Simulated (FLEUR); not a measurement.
## PbSe (Clausthalite) under changes of volume

One of the cells (28.671 Å³/atom); the others are scaled copies at fixed shape and fractional positions:

```xyz
2
Lattice="0.0000 3.0606 3.0606 3.0606 0.0000 3.0606 3.0606 3.0606 0.0000" Properties=species:S:1:pos:R:3 pbc="T T T"
Pb    0.0000    0.0000    0.0000
Se    3.0606    3.0606    3.0606
```

| Quantity | Value |
| --- | --- |
| Program | FLEUR MaX-R8.1 (later development tree) |
| Functional | PBEsol |
| Potentials or basis | all-electron |
| Basis | FLAPW |
| Kmax | 4.1 1/bohr |
| k mesh | 8 × 8 × 8 |
| Occupations | fermi-dirac, width 0.05 eV |
| Spin | no spin polarisation |

```tsv
volume (Å³/atom)	energy over the lowest point (meV/atom)	gap on the mesh (eV)
26.951	?	?
27.524	4.51	0.06
28.097	0.21	0.13
28.671	0.00	0.20
29.244	3.42	0.27
29.818	10.18	0.33
30.391	19.88	0.38
```

Question: What does the run at 26.951 Å³/atom give?

Answer: Energy over the lowest point 13.22 meV/atom; gap on the mesh 0.02 eV.

Worked out: A Birch-Murnaghan fit of order 3 (a polynomial in V^(-2/3)) to the other rows has its minimum at 28.41 Å³/atom with B0 = V·E''(V) = 53 GPa and B' = 4.2. It gives 13.32 meV/atom at 26.951 Å³/atom, against the run's 13.22.

Energies are extrapolated to zero smearing.

Caveats: spin-orbit coupling is left out, which as a rule narrows the gap of such compounds by several tenths of an eV.

A mesh can miss the band edges.
